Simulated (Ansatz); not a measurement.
The system is Te2Mo.

```
CELL_PARAMETERS angstrom
3.51820 0.00000 0.00000
-1.75910 3.04685 0.00000
0.00000 0.00000 13.97360
ATOMIC_POSITIONS crystal
Te 0.66667 0.33333 0.37900
Te 0.33333 0.66667 0.87900
Te 0.66667 0.33333 0.12100
Te 0.33333 0.66667 0.62100
Mo 0.66667 0.33333 0.75000
Mo 0.33333 0.66667 0.25000
```

```yaml
Program: Ansatz 0.2.0
Task: relaxation of cell and atoms
Functional: RPBE
Dispersion: D3(BJ)
Potentials_or_basis: Ansatz PAW
Cutoff: "420 eV (not typed: the program's choice for these potentials)"
k_mesh: 9 × 9 × 2
Occupations: fermi-dirac, width 0.05 eV
Spin: no spin polarisation
```

At the start: volume 24.96 Å³/atom.

Q: How do energy, volume and symmetry change on relaxing?

A: It ends after 7 steps and the volume is 17.90 Å³/atom (-28.3 %); space group P6_3/mmc (No. 194, to 0.05 Å).

The path:
| step | energy change (eV) | largest force (eV/Å) | volume (Å³) |
| --- | --- | --- | --- |
| 1 | 0.0000 | 0.6217 | 149.79 |
| 2 | -1.4882 | 1.5561 | 131.77 |
| 3 | -2.8305 | 0.7154 | 116.38 |
| 4 | -3.2875 | 0.1612 | 107.10 |
| 5 | -3.2938 | 0.0203 | 107.26 |
| 6 | -3.2940 | 0.0072 | 107.41 |
| 7 | -3.2853 | 0.0076 | 107.41 |

Final structure:
```
Te Mo
1.0
     3.14089    0.00000    0.00000
    -1.57045    2.72009    0.00000
     0.00000    0.00000   12.57180
Te Mo
4 2
Direct
  0.66667 0.33333 0.40015
  0.33333 0.66667 0.90015
  0.66667 0.33333 0.09985
  0.33333 0.66667 0.59985
  0.66667 0.33333 0.75000
  0.33333 0.66667 0.25000
```

Caveat: the volume moved by over 15 % at a fixed basis, so the end points are rough; the plane-wave basis is chosen anew once the cell has moved, so the energies of steps on either side of that aren't comparable; the volume moved by -28 % from the deposited cell, more than functionals usually miss; the PAW data sets come from PBE, with cores solved anew for the run's functional, which leaves a small shift of forces and pressure.
